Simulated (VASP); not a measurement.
# WC (P-6m2) in VASP: a series of runs

One crystal, WC, is run at these levels: PBE; tasks: relaxation of cell and atoms.

All numbers are computed with VASP 6.6.1; they aren't measurements. Logs are shortened: lines on timing, memory, paths and dates and some standing lists are left out, and cuts for length are marked.

## Step 1: Starting point

It takes space group P-6m2 (No. 187, hexagonal). Conventional cell: a = 2.907 Å, b = 2.907 Å, c = 2.837 Å, α = 90.00°, β = 90.00°, γ = 120.00°. W (site symmetry -6m2) is surrounded by 6 C at 2.20 Å. C (site symmetry -6m2) is surrounded by 6 W at 2.20 Å.

## Step 2: Relaxation of cell and atoms, PBE

Contents of INCAR:

```
SYSTEM = WC
ALGO = Fast ; EDIFF = 1E-7
EDIFFG = -0.002 ; ENCUT = 520
GGA = PE ; IBRION = 2
ISIF = 3 ; ISMEAR = 0
LASPH = .True. ; LCHARG = .False.
LREAL = .False. ; LWAVE = .False.
NELM = 100 ; NSW = 80
PREC = Accurate ; SIGMA = 0.1
```

Contents of KPOINTS:

```
k-points
0
Gamma
  6 6 6
  0 0 0
```

Contents of POSCAR:

```
WC
1.0
    2.9065000000      0.0000000000      0.0000000000
   -1.4532500000      2.5171028400      0.0000000000
    0.0000000000      0.0000000000      2.8366000000
W C
1 1
Direct
    0.0000000000      0.0000000000      0.0000000000
    0.6666666700      0.3333333300      0.5000000000
```

Potentials or basis: VASP PAW PBE potentials, release 64 (W_sv, C).

Run with:

```
cat potpaw_PBE.64/W_sv/POTCAR potpaw_PBE.64/C/POTCAR > POTCAR
mpirun -np 1 vasp_std > vasp.out
```

OUTCAR:

```text
SYSTEM = WC
   EDIFF = 1E-7
   EDIFFG = -0.002
   ENCUT = 520
   GGA = PE
   IBRION = 2
   ISIF = 3
   ISMEAR = 0
   LASPH = .True.
   LREAL = .False.
   NELM = 100
   NSW = 80
   PREC = Accurate

 ion  position               nearest neighbor table
   1  0.000  0.000  0.000-   2 2.20   2 2.20   2 2.20   2 2.20   2 2.20   2 2.20
   2  0.667  0.333  0.500-   1 2.20   1 2.20   1 2.20   1 2.20   1 2.20   1 2.20

  LATTYP: Found a hexagonal cell.
 ALAT       =     2.9065000000
 C/A-ratio  =     0.9759504559

  Lattice vectors:

 A1 = (   2.9065000000,   0.0000000000,   0.0000000000)
 A2 = (  -1.4532500000,   2.5171028400,   0.0000000000)
 A3 = (   0.0000000000,   0.0000000000,   2.8366000000)

Analysis of symmetry for initial positions (statically):
=====================================================================
 Subroutine PRICEL returns:
 Original cell was already a primitive cell.

 Routine SETGRP: Setting up the symmetry group for a
 hexagonal supercell.

 Subroutine GETGRP returns: Found 12 space group operations
 (whereof 12 operations were pure point group operations)
 out of a pool of 24 trial point group operations.

The static configuration has the point symmetry D_3h.

Analysis of symmetry for dynamics (positions and initial velocities):
=====================================================================
 Subroutine PRICEL returns:
 Original cell was already a primitive cell.

 Routine SETGRP: Setting up the symmetry group for a
 hexagonal supercell.

 Subroutine GETGRP returns: Found 12 space group operations
 (whereof 12 operations were pure point group operations)
 out of a pool of 24 trial point group operations.

The dynamic configuration has the point symmetry D_3h.

 Subroutine INISYM returns: Found 12 space group operations
 (whereof 12 operations are pure point group operations),
 and found     1 'primitive' translations

----------------------------------------------------------------------------------------

                                     Primitive cell

  volume of cell :      20.7525

  direct lattice vectors                    reciprocal lattice vectors
     2.906500000  0.000000000  0.000000000     0.344056425  0.198641069  0.000000000
    -1.453250000  2.517102840  0.000000000     0.000000000  0.397282139  0.000000000
     0.000000000  0.000000000  2.836600000     0.000000000  0.000000000  0.352534725

  length of vectors
     2.906500000  2.906500003  2.836600000     0.397282139  0.397282139  0.352534725

  position of ions in fractional coordinates (direct lattice)
     0.000000000  0.000000000  0.000000000
     0.666666670  0.333333330  0.500000000

  ion indices of the primitive-cell ions
   primitive index   ion index
                 1           1
                 2           2

----------------------------------------------------------------------------------------

 KPOINTS: k-points

Automatic generation of k-mesh.
 Grid dimensions read from file:
 generate k-points for:    6    6    6

 Generating k-lattice:

  Cartesian coordinates                     Fractional coordinates (reciprocal lattice)
     0.057342738  0.033106845  0.000000000     0.166666667  0.000000000  0.000000000
     0.000000000  0.066213690  0.000000000     0.000000000  0.166666667  0.000000000
     0.000000000  0.000000000  0.058755787     0.000000000  0.000000000  0.166666667

  Length of vectors
     0.066213690  0.066213690  0.058755787

  Shift w.r.t. Gamma in fractional coordinates (k-lattice)
     0.000000000  0.000000000  0.000000000

 Subroutine IBZKPT returns following result:
 ===========================================

 Found     28 irreducible k-points:

 Following reciprocal coordinates:
            Coordinates               Weight
  0.000000  0.000000  0.000000      1.000000
  0.166667  0.000000  0.000000      6.000000
  0.333333  0.000000  0.000000      6.000000
  0.500000  0.000000  0.000000      3.000000
  0.166667  0.166667  0.000000      6.000000
  0.333333  0.166667  0.000000     12.000000
[... 16 lines left out ...]
  0.166667  0.000000  0.500000      6.000000
  0.333333  0.000000  0.500000      6.000000
 [... further k-points ...]
   k-points           NKPTS =     28   k-points in BZ     NKDIM =     28   number of bands    NBANDS=     13
   number of dos      NEDOS =    301   number of ions     NIONS =      2
   total plane-waves  NPLWV =  13824
   dimension x,y,z NGX =    24 NGY =   24 NGZ =   24
   dimension x,y,z NGXF=    48 NGYF=   48 NGZF=   48
   ions per type =               1   1
   NGX,Y,Z   is equivalent  to a cutoff of  13.73, 13.73, 14.07 a.u.
   NGXF,Y,Z  is equivalent  to a cutoff of  27.46, 27.46, 28.13 a.u.
 SYSTEM =  WC
   PREC   = accura    normal or accurate (medium, high low for compatibility)
   ISTART =      0    job   : 0-new  1-cont  2-samecut
   ICHARG =      2    charge: 1-file 2-atom 10-const
   ISPIN  =      1    spin polarized calculation?
   LNONCOLLINEAR =      F non collinear calculations
   LSORBIT =      F    spin-orbit coupling
   LASPH  =      T    aspherical Exc in radial PAW
   ENCUT  =  520.0 eV  38.22 Ry    6.18 a.u.   5.40  5.40  5.27*2*pi/ulx,y,z
   NELM   =    100;   NELMIN=  2; NELMDL= -5     # of ELM steps
   EDIFF  = 0.1E-06   stopping-criterion for ELM
   LREAL  =      F    real-space projection
   EDIFFG = -.2E-02   stopping-criterion for IOM
   NSW    =     80    number of steps for IOM
   IBRION =      2    ionic relax: 0-MD 1-quasi-New 2-CG
   NFREE  =      1    steps in history (QN), initial steepest desc. (CG)
   ISIF   =      3    stress and relaxation
   ISYM   =      2    0-nonsym 1-usesym 2-fastsym
   POTIM  = 0.5000    time-step for ionic-motion
   TEBEG  =    0.0;   TEEND  =   0.0 temperature during run
   PSTRESS=    0.0 pullay stress
   NELECT =      18.0000    total number of electrons
   NUPDOWN=      -1.0000    fix difference up-down
   EMIN   =  10.00;   EMAX   =-10.00  energy-range for DOS
   EFERMI =   0.00;   METHOD = LEGACY
   ISMEAR =     0;   SIGMA  =   0.10  broadening in eV -4-tet -1-fermi 0-gaus
   EFERMI_NEDOS =   21; number of points for ismear=-14 and -15
   IALGO  =     68    algorithm
   IMIX   =      4    mixing-type and parameters
     AMIX     =   0.40;   BMIX     =  1.00
     AMIX_MAG =   1.60;   BMIX_MAG =  1.00
  volume/ion in A,a.u.               =      10.38        70.02
  Fermi-wavevector in a.u.,A,eV,Ry     =   1.561262  2.950358 33.164744  2.437540
  Thomas-Fermi vector in A             =   2.664353
   LORBIT       =      0    0 simple, 1 ext, 2 COOP (PROOUT), +10 PAW based schemes
   GGA     = PE    functional components
   LHFCALC =     F    Hartree Fock is set to
   AEXX    =    0.0000 exact exchange contribution
   IVDW    =     0    specifies the selected vdW correction
   LEPSILON=     F    determine dielectric tensor
   LRPA    =     F    only Hartree local field effects (RPA)
 conjugate gradient relaxation of ions
 non-spin polarized calculation
 RMM-DIIS sequential band-by-band and
 Gauss-broadening in eV      SIGMA  =   0.10
  energy-cutoff  :      520.00
  volume of cell :       20.75
 maximum number of plane-waves:       580
 NGX is ok and might be reduce to    24
   NGX = 11   NGY = 11   NGZ = 11

--------------------------------------- Ionic step        1  -------------------------------------------

 number of electron      18.0000000 magnetization

 Free energy of the ion-electron system (eV)
  ---------------------------------------------------
  ext. energy  EPLUGINS =         0.00000000
  ---------------------------------------------------
  free energy    TOTEN  =       -22.43820600 eV

  energy without entropy =      -22.43477431  energy(sigma->0) =      -22.43649015

------------------------ aborting loop because EDIFF is reached ----------------------------------------

  FORCE on cell =-STRESS in cart. coord.  units (eV):
  Direction    XX          YY          ZZ          XY          YZ          ZX
  --------------------------------------------------------------------------------------
  -------------------------------------------------------------------------------------
  Total        0.9706551      0.9706551      0.6981697      0.0000000      0.0000000      0.0000000
  in kB       74.9386951     74.9386954     53.9016689      0.0000000      0.0000000      0.0000000
  external PRESSURE =      67.9263531 kB  Pullay stress =       0.0000000 kB

 VOLUME and BASIS-vectors are now :
 -----------------------------------------------------------------------------
  energy-cutoff  :      520.00
  volume of cell :       20.75
      direct lattice vectors                 reciprocal lattice vectors
     2.906500000  0.000000000  0.000000000     0.344056425  0.198641069  0.000000000
    -1.453250000  2.517102840  0.000000000     0.000000000  0.397282139  0.000000000
     0.000000000  0.000000000  2.836600000     0.000000000  0.000000000  0.352534725
[... 253 lines left out ...]
 POSITION                                       TOTAL-FORCE (eV/Angst)
 -----------------------------------------------------------------------------------
      0.00000      0.00000      2.84483        -0.000000     -0.000000      0.000000
      1.46393      0.84520      1.42241         0.000000      0.000000     -0.000000
 -----------------------------------------------------------------------------------
    total drift:                               -0.000003      0.000002     -0.000000

  FREE ENERGIE OF THE ION-ELECTRON SYSTEM (eV)
  ---------------------------------------------------
  free  energy   TOTEN  =       -22.4462079094 eV

  energy  without entropy=      -22.4426394764  energy(sigma->0) =      -22.44442369

--------------------------------------- Ionic step        9  -------------------------------------------

 number of electron      18.0000001 magnetization

 Free energy of the ion-electron system (eV)
  ---------------------------------------------------
  ext. energy  EPLUGINS =         0.00000000
  ---------------------------------------------------
  free energy    TOTEN  =       -22.44620821 eV

  energy without entropy =      -22.44263601  energy(sigma->0) =      -22.44442211

 E-fermi :  11.0778     XC(G=0): -13.7020

 val. band max:       10.9620985205   @ k =   0.0000   0.0000   0.0000
 cond. band min:      11.0908266318   @ k =   0.5000   0.0000   0.5000
 fundamental gap:      0.1287281113
 Fermi energy:        11.0778488872

 k-point     1 :       0.0000    0.0000    0.0000
  band No.  band energies     occupation
      1     -63.2148      2.00000
      2     -27.1875      2.00000
      3     -27.1038      2.00000
      4     -27.1038      2.00000
      5      -3.4848      2.00000
      6       6.6196      2.00000
      7       7.5409      2.00000
      8       7.5409      2.00000
      9      10.9621      1.89836
     10      13.9899      0.00000
     11      13.9899      0.00000
     12      16.3787      0.00000
     13      16.3787      0.00000

 k-point     2 :       0.1667    0.0000    0.0000
  band No.  band energies     occupation
      1     -63.2016      2.00000
      2     -27.2999      2.00000
      3     -27.1622      2.00000
      4     -27.1487      2.00000
      5      -2.8059      2.00000
      6       6.2181      2.00000
      7       7.3319      2.00000
      8       8.1729      2.00000
      9       9.4995      2.00000
     10      13.7602      0.00000
     11      15.1868      0.00000
[... 339 lines left out ...]
 k-point    24 :       0.3333    0.0000    0.5000
  band No.  band energies     occupation
      1     -63.1372      2.00000
      2     -27.7835      2.00000
      3     -27.5776      2.00000
      4     -27.1637      2.00000
      5      -0.1558      2.00000
      6       4.3445      2.00000
      7       6.9976      2.00000
      8       7.2083      2.00000
      9       9.5332      2.00000
     10      13.4208      0.00000
     11      15.9476      0.00000
     12      16.3875      0.00000
     13      18.7909      0.00000

 [... further k-points ...]

------------------------ aborting loop because EDIFF is reached ----------------------------------------

  FORCE on cell =-STRESS in cart. coord.  units (eV):
  Direction    XX          YY          ZZ          XY          YZ          ZX
  --------------------------------------------------------------------------------------
  -------------------------------------------------------------------------------------
  Total       -0.0009136     -0.0009136      0.0007911     -0.0000000      0.0000000      0.0000000
  in kB       -0.0693165     -0.0693165      0.0600210     -0.0000000      0.0000000      0.0000000
  external PRESSURE =      -0.0262040 kB  Pullay stress =       0.0000000 kB

 VOLUME and BASIS-vectors are now :
 -----------------------------------------------------------------------------
  energy-cutoff  :      520.00
  volume of cell :       21.12
      direct lattice vectors                 reciprocal lattice vectors
     2.927803928  0.000000000 -0.000000000     0.341552927  0.197195674 -0.000000000
    -1.463901964  2.535552583  0.000000000    -0.000000000  0.394391348 -0.000000000
     0.000000000  0.000000000  2.844654099     0.000000000 -0.000000000  0.351536589

 POSITION                                       TOTAL-FORCE (eV/Angst)
 -----------------------------------------------------------------------------------
      1.46390      2.53555      0.00000        -0.000000      0.000000      0.000000
      1.46390      0.84518      1.42233         0.000000     -0.000000     -0.000000
 -----------------------------------------------------------------------------------
    total drift:                               -0.000003      0.000002     -0.000000

  FREE ENERGIE OF THE ION-ELECTRON SYSTEM (eV)
  ---------------------------------------------------
  free  energy   TOTEN  =       -22.4462082140 eV

  energy  without entropy=      -22.4426360115  energy(sigma->0) =      -22.44442211

 reached required accuracy - stopping structural energy minimisation
```

Run time: 45 s. Hardware: 1 thread of Intel Xeon Platinum 8259CL at 2.50GHz (Skylake/Cascade Lake), shared host; peak memory 0.15 GiB.

Results:

```
Free energy                            : -22.4462 eV
Relaxed volume                         : 10.56 Å³/atom
Relaxed cell                           : a = 2.928 Å, b = 2.928 Å, c = 2.845 Å, α = 90.00°, β = 90.00°, γ = 120.00°
Space group after relaxing (to 0.05 Å) : P-6m2 (No. 187)
Energy gained by relaxing              : 4.0 meV/atom
Ionic steps                            : 9
Pressure after relaxing                : 0.0 GPa
Band gap on the k mesh                 : none (metal or under the smearing width)
```

The path:
| step | energy change (eV) | largest force (eV/Å) | pressure (GPa) | volume (Å³) |
| --- | --- | --- | --- | --- |
| 1 | 0.0000 | 0.0000 | 6.79 | 20.75 |
| 2 | 0.0426 | 0.0000 | -15.89 | 22.10 |
| 3 | -0.0078 | 0.0000 | -0.24 | 21.13 |
| 4 | -0.0078 | 0.0000 | -0.10 | 21.12 |
| 5 | -0.0078 | 0.0000 | 0.13 | 21.11 |
| 6 | -0.0080 | 0.0000 | 0.03 | 21.12 |
| 7 | -0.0080 | 0.0000 | 0.02 | 21.12 |
| 8 | -0.0080 | 0.0000 | -0.04 | 21.12 |
| 9 | -0.0080 | 0.0000 | 0.00 | 21.12 |

Final structure:
```
W C
1.0
     2.92780    0.00000    0.00000
    -1.46390    2.53555    0.00000
     0.00000    0.00000    2.84465
W C
1 1
Cartesian
  1.4639 2.5356 0.0000
  1.4639 0.8452 1.4223
```

Levels at points of the mesh, in eV from the Fermi level:
| k point | band 6 | band 7 | band 8 | band 9 | band 10 | band 11 | band 12 | band 13 |
| --- | --- | --- | --- | --- | --- | --- | --- | --- |
| (0.00, 0.00, 0.00) | -4.46 | -3.54 | -3.54 | -0.12 | 2.91 | 2.91 | 5.30 | 5.30 |
| (0.50, 0.00, 0.00) | -7.20 | -3.74 | -3.74 | -0.73 | 2.06 | 4.15 | 4.47 | 6.53 |
| (0.00, 0.00, 0.50) | -8.78 | -2.26 | -2.26 | -0.81 | -0.81 | 3.42 | 4.21 | 4.21 |
| (0.50, 0.00, 0.50) | -6.59 | -4.50 | -4.38 | 0.01 | 4.04 | 4.95 | 6.23 | 8.75 |

Caveat: the k mesh is coarse (spacing up to 0.42 Å⁻¹), so the values aren't converged. PBE usually gives volumes a little too large and moduli too small.

[end of part 1 of 2]
